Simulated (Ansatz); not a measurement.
# CsI: how strain makes field gradients

```xyz
2
Lattice="4.5667 0.0000 0.0000 0.0000 4.5667 0.0000 0.0000 0.0000 4.5667" Properties=species:S:1:pos:R:3 pbc="T T T"
Cs    0.0000    0.0000    0.0000
I     2.2833    2.2833    2.2833
```

Atoms are numbered in the order listed.

The cell is COD entry 9008790, as deposited and not checked against the literature; nothing was relaxed.

These are results of DFT, LDA, all-electron PAW with datasets made for the crystal, scalar-relativistic (Ansatz 0.2.0), not measurements.

Numerical set-up: a Γ-centred 7×7×7 k mesh, Fermi–Dirac smearing of 0.01 eV, cutoff 180 eV (chosen by the program for this cell), no spin polarisation.

The strain is applied along the Cartesian axes of the cell as listed (the other components stay zero). Fractional coordinates are held (clamped ions).

The columns are Cartesian components of the electric field gradient at the nuclei, in 10²¹ V/m².

No spin–orbit coupling: at heavy atoms the gradients can be off by tens of per cent for that reason.

Only quantities that a quadratic follows smoothly over the whole series are listed; rougher ones are left out.

| εzz | Vzz at Cs1 | Vzz at I2 |
| --- | --- | --- |
| -0.0200 | 0.81 | -1.37 |
| -0.0100 | 0.40 | -0.68 |
| 0.0000 | 0.00 | 0.00 |
| 0.0200 | -0.75 | 1.31 |

Q: Fit the series and give the gradient–strain slopes.

A: Least-squares fits y = p0 + p1 x + p2 x² to the rows give Vzz at Cs1: p1 = -39, p2 = 73; Vzz at I2: p1 = 67, p2 = -73. The slopes p1 are in 10²¹ V/m² per unit strain, for clamped ions.

Q: One run, at εzz = 0.0100, is withheld. Predict its row.

A: The fits give -0.38, 0.66; the run gave -0.38, 0.66.
